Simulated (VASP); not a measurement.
# Mo (C2/c) in VASP: further runs, part 2 of 2

VASP 6.6.1. Earlier steps stand in the parts before.

## 3. Single point, PBE

This run uses another cell than the first one, of 16.78 Å³/atom, 1.027 times its volume.

The input, INCAR:

```
SYSTEM = Mo
ALGO = Fast
EDIFF = 1E-6
ENCUT = 520
GGA = PE
ISIF = 2
ISMEAR = 0
LASPH = .TRUE.
LCHARG = .TRUE.
LELF = .TRUE.
LREAL = .FALSE.
LVHAR = .TRUE.
LWAVE = .FALSE.
NBANDS = 21
NELM = 100
PREC = Accurate
SIGMA = 0.1
```

The input, KPOINTS:

```
k-points
0
G
  6 6 6
  0 0 0
```

The input, POSCAR:

```
Mo
1.0
    1.7722412504      1.0232039630      3.0853111770
   -1.7722412504      1.0232039630      3.0853111770
    0.0000000000     -2.0464079259      3.0853111770
Mo
2
Direct
    0.2336400000      0.2336400000      0.2336400000
    0.7663600000      0.7663600000      0.7663600000
```

Potentials or basis: VASP PAW PBE potentials, release 64 (Mo_sv).

Command:

```bash
$ cat potpaw_PBE.64/Mo_sv/POTCAR > POTCAR
$ mpirun -np 1 vasp_std > vasp.out
```

OUTCAR:

```text
SYSTEM = Mo
   EDIFF = 1E-6
   ENCUT = 520
   GGA = PE
   ISIF = 2
   ISMEAR = 0
   LASPH = .TRUE.
   LREAL = .FALSE.
   NELM = 100
   PREC = Accurate

 ion  position               nearest neighbor table
   1  0.234  0.234  0.234-   2 2.39   2 2.39   2 2.39   2 2.76   2 2.76   2 2.76
   2  0.766  0.766  0.766-   1 2.39   1 2.39   1 2.39   1 2.76   1 2.76   1 2.76

  LATTYP: Found a trigonal (rhomboedric) cell.
 ALAT       =     3.7022871929
 COS(alpha) =     0.5417151843

  Lattice vectors:

 A1 = (   1.7722412504,   1.0232039630,   3.0853111770)
 A2 = (  -1.7722412504,   1.0232039630,   3.0853111770)
 A3 = (   0.0000000000,  -2.0464079259,   3.0853111770)

Analysis of symmetry for initial positions (statically):
=====================================================================
 Subroutine PRICEL returns:
 Original cell was already a primitive cell.

 Routine SETGRP: Setting up the symmetry group for a
 trigonal (rhombohedral) supercell.

 Subroutine GETGRP returns: Found 12 space group operations
 (whereof 12 operations were pure point group operations)
[... 161 lines left out ...]
  ---------------------------------------------------
  free energy    TOTEN  =       -19.16415216 eV

  energy without entropy =      -19.14998193  energy(sigma->0) =      -19.15706704

 E-fermi :  11.2989     XC(G=0): -12.7972

 val. band max:       11.2821748583   @ k =   0.5000   0.1667   0.1667
 cond. band min:      11.3018302501   @ k =  -0.3333   0.1667   0.1667
 fundamental gap:      0.0196553918
 Fermi energy:        11.2989309349

 k-point     1 :       0.0000    0.0000    0.0000
  band No.  band energies     occupation
      1     -49.7246      2.00000
      2     -48.8876      2.00000
      3     -24.1619      2.00000
      4     -24.1619      2.00000
      5     -24.0435      2.00000
      6     -22.8480      2.00000
[... 565 lines left out ...]
     20      17.0014      0.00000
     21      19.7267      0.00000

 [... further k-points ...]

------------------------ aborting loop because EDIFF is reached ----------------------------------------

  FORCE on cell =-STRESS in cart. coord.  units (eV):
  Direction    XX          YY          ZZ          XY          YZ          ZX
  --------------------------------------------------------------------------------------
  -------------------------------------------------------------------------------------
  Total        3.0082229      3.0082229      5.4555910      0.0000000      0.0000000      0.0000000
  in kB      143.5771456    143.5771456    260.3856900      0.0000000      0.0000000      0.0000000
  external PRESSURE =     182.5133271 kB  Pullay stress =       0.0000000 kB

 VOLUME and BASIS-vectors are now :
 -----------------------------------------------------------------------------
  energy-cutoff  :      520.00
  volume of cell :       33.57
      direct lattice vectors                 reciprocal lattice vectors
     1.772241250  1.023203963  3.085311177     0.282128632  0.162887042  0.108038805
    -1.772241250  1.023203963  3.085311177    -0.282128632  0.162887042  0.108038805
     0.000000000 -2.046407926  3.085311177     0.000000000 -0.325774084  0.108038805

 POSITION                                       TOTAL-FORCE (eV/Angst)
 -----------------------------------------------------------------------------------
      0.00000      0.00000      2.16256         0.000000      0.000000      2.815104
      0.00000      0.00000      7.09338         0.000000     -0.000000     -2.815104
 -----------------------------------------------------------------------------------
    total drift:                                0.000000     -0.000000     -0.000000

  FREE ENERGIE OF THE ION-ELECTRON SYSTEM (eV)
  ---------------------------------------------------
  free  energy   TOTEN  =       -19.1641521584 eV

  energy  without entropy=      -19.1499819300  energy(sigma->0) =      -19.15706704
```

OSZICAR:

```text
N       E                     dE             d eps       ncg     rms          rms(c)
DAV:   1     0.305384280116E+03    0.30538E+03   -0.18053E+04  1344   0.139E+03
DAV:   2    -0.131230361527E+02   -0.31851E+03   -0.30959E+03  1524   0.440E+02
DAV:   3    -0.197794003854E+02   -0.66564E+01   -0.64904E+01  1524   0.654E+01
DAV:   4    -0.198142858511E+02   -0.34885E-01   -0.34881E-01  1439   0.509E+00
DAV:   5    -0.198145510026E+02   -0.26515E-03   -0.26515E-03  1549   0.419E-01    0.202E+01
RMM:   6    -0.192450384917E+02    0.56951E+00   -0.97310E-01  1354   0.753E+00    0.803E+00
RMM:   7    -0.191659986913E+02    0.79040E-01   -0.41848E-01  1386   0.462E+00    0.928E-01
RMM:   8    -0.191639088784E+02    0.20898E-02   -0.31724E-02  1480   0.151E+00    0.312E-01
RMM:   9    -0.191641040212E+02   -0.19514E-03   -0.52367E-03  1532   0.603E-01    0.923E-02
RMM:  10    -0.191641426960E+02   -0.38675E-04   -0.78714E-04  1560   0.264E-01    0.309E-02
RMM:  11    -0.191641510359E+02   -0.83399E-05   -0.17422E-04  1550   0.112E-01    0.144E-02
RMM:  12    -0.191641528496E+02   -0.18137E-05   -0.18782E-05  1497   0.405E-02    0.477E-03
RMM:  13    -0.191641521584E+02    0.69122E-06   -0.58691E-06  1061   0.210E-02
   1 F= -.19164152E+02 E0= -.19157067E+02  d E =-.141702E-01
```

stdout:

```text
POSCAR found type information on POSCAR Mo
 POSCAR found :  1 types and       2 ions
 scaLAPACK will be used
 LDA part: xc-table for (Slater+PW92), standard interpolation
 POSCAR, INCAR and KPOINTS ok, starting setup
 FFT: planning ... GRIDC
 FFT: planning ... GRID_SOFT
 FFT: planning ... GRID
 WAVECAR not read
 entering main loop
WARNING in EDDRMM: call to ZHEGV failed, returncode =   8  4     21
```

Wall time 11 s (1 thread of Intel Xeon 6975P-C (Granite Rapids), shared host); peak memory 0.16 GiB.

Results:

| Property | Result |
| --- | --- |
| Free energy | -19.1642 eV |
| Pressure | 18.3 GPa |
| Largest force | 2.815 eV/Å |
| Band gap on the k mesh | none (metal or under the smearing width) |

Forces on the atoms (eV/Å):
```
Mo   0.000  0.000  2.815
Mo   0.000  0.000 -2.815
```

Caveat: so large a pressure means that the cell lies far from this level's equilibrium, or that cutoff or potentials fall short; forces of over 1 eV/Å show positions far from the minimum, so gaps and moduli don't describe the material at rest.

## 4. Single point, PBE

This run uses another cell than the first one: it holds 1 atom, not 2.

The input, INCAR:

```
SYSTEM = Mo
ALGO = Fast
EDIFF = 1E-7
ENCUT = 520
GGA = PE
ISIF = 2
ISMEAR = 0
LASPH = .TRUE.
LCHARG = .FALSE.
LREAL = .FALSE.
LWAVE = .FALSE.
NBANDS = 13
NELM = 100
PREC = Accurate
SIGMA = 0.1
```

The input, KPOINTS:

```
k-points
0
G
  24 24 24
  0 0 0
```

The input, POSCAR:

```
Mo
1.0
    1.5025141723      0.8674769618      2.0734148118
   -1.5025141723      0.8674769618      2.0734148118
    0.0000000000     -1.7349539237      2.0734148117
Mo
1
Direct
    0.5000000000      0.5000000000      0.5000000000
```

Command:

```bash
$ cat potpaw_PBE.64/Mo_sv/POTCAR > POTCAR
$ mpirun -np 1 vasp_std > vasp.out
```

It took 78 s on 1 thread of Intel Xeon 6975P-C (Granite Rapids), shared host; peak memory 0.35 GiB.

It converged, with:

- Free energy: -10.5716 eV
- Pressure: 0.5 GPa
- Band gap on the k mesh: none (metal or under the smearing width)

Stress tensor (GPa, compression positive):
```
0.41 0.00 0.00
0.00 0.41 0.00
0.00 0.00 0.58
```

Levels at points of the mesh, in eV from the Fermi level:
| k point | band 3 | band 4 | band 5 | band 6 | band 7 | band 8 | band 9 | band 10 | band 11 | band 12 |
| --- | --- | --- | --- | --- | --- | --- | --- | --- | --- | --- |
| (0.00, 0.00, 0.00) | -34.47 | -34.18 | -6.92 | -2.14 | -2.14 | 0.87 | 2.03 | 2.03 | 12.85 | 16.94 |
| (0.50, 0.00, 0.00) | -34.50 | -34.36 | -4.73 | -2.30 | 0.56 | 0.77 | 2.58 | 3.77 | 10.25 | 13.29 |
| (0.50, 0.50, 0.00) | -35.08 | -34.56 | -5.18 | -4.43 | 3.08 | 3.83 | 3.84 | 4.92 | 10.50 | 14.00 |
| (0.50, 0.50, 0.50) | -34.84 | -34.84 | -4.96 | -1.82 | -1.82 | 3.17 | 4.43 | 4.43 | 11.47 | 12.93 |

## 5. Summary

```tsv
cell	k mesh	gap on the mesh (eV)	pressure (GPa)	largest force (eV/Å)
C2/c, 16.34 Å³/atom	8 × 8 × 6	none	6.4	0.12
R-3m, 16.78 Å³/atom	6 × 6 × 6	none	18.3	2.82
R-3m, 16.21 Å³/atom	24 × 24 × 24	none	0.5	-
```

Alike in all rows: task single point; level PBE; potentials or basis VASP PAW PBE potentials, release 64 (Mo_sv); no spin polarisation; cutoff (eV) 520; smearing gaussian 0.1 eV.

Every run on the cell as given and a fine mesh finds a metal.

Caveats: so large a pressure means that the cell lies far from this level's equilibrium, or that cutoff or potentials fall short (some runs); forces of over 1 eV/Å show positions far from the minimum, so gaps and moduli don't describe the material at rest (some runs).

Absolute energies hang on the potentials; compare differences alone.
